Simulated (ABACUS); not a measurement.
The system is Sc.

```
CELL_PARAMETERS angstrom
5.42268 0.00000 0.00000
0.00000 5.42268 0.00000
0.00000 0.00000 3.43521
ATOMIC_POSITIONS crystal
Sc 0.00000 0.50000 0.46734
Sc 0.50000 0.00000 0.53266
Sc 0.00000 0.00000 0.00000
Sc 0.50000 0.50000 0.00000
```

This isn't the form of Sc at room conditions, which is hcp.

| Item | Value |
| --- | --- |
| Program | ABACUS 3.10.1 |
| Task | single point |
| Functional | PBE |
| Potentials or basis | PseudoDojo NC SR 0.4.1 PBE standard |
| Cutoff | 1075 eV |
| Density cutoff | 4299 eV |
| Basis | plane waves |
| k mesh | 5 × 5 × 8 |
| Occupations | fermi-dirac, width 0.05 eV |
| Spin | no spin polarisation |

On this cell: pressure -0.9 GPa; largest force 0.213 eV/Å; band gap on the k mesh none (metal or under the smearing width).

The same run follows on a disturbed copy (atoms moved at random, drawn with an rms of 0.05 Å):

```
Sc
1.0
     5.42268    0.00000    0.00000
     0.00000    5.42268    0.00000
     0.00000    0.00000    3.43521
Sc
4
Direct
  0.01088 0.49717 0.47880
  0.50280 0.00819 0.53186
  0.00293 0.00304 0.00243
  0.49788 0.49998 0.99764
```

What does the disturbed cell give?

The energy (extrapolated to zero smearing) moves by +1.3 meV/atom; pressure -0.8 GPa; largest force 0.286 eV/Å; band gap on the k mesh none (metal or under the smearing width).

Forces in eV/Å, atoms in the order of the input:
```
Sc  -0.209  0.059  0.100
Sc  -0.032 -0.103 -0.239
Sc   0.014 -0.107  0.053
Sc   0.227  0.152  0.086
```

Stress tensor (GPa, compression positive):
```
-1.11  0.01 -0.06
 0.01 -1.10  0.11
-0.06  0.11 -0.28
```
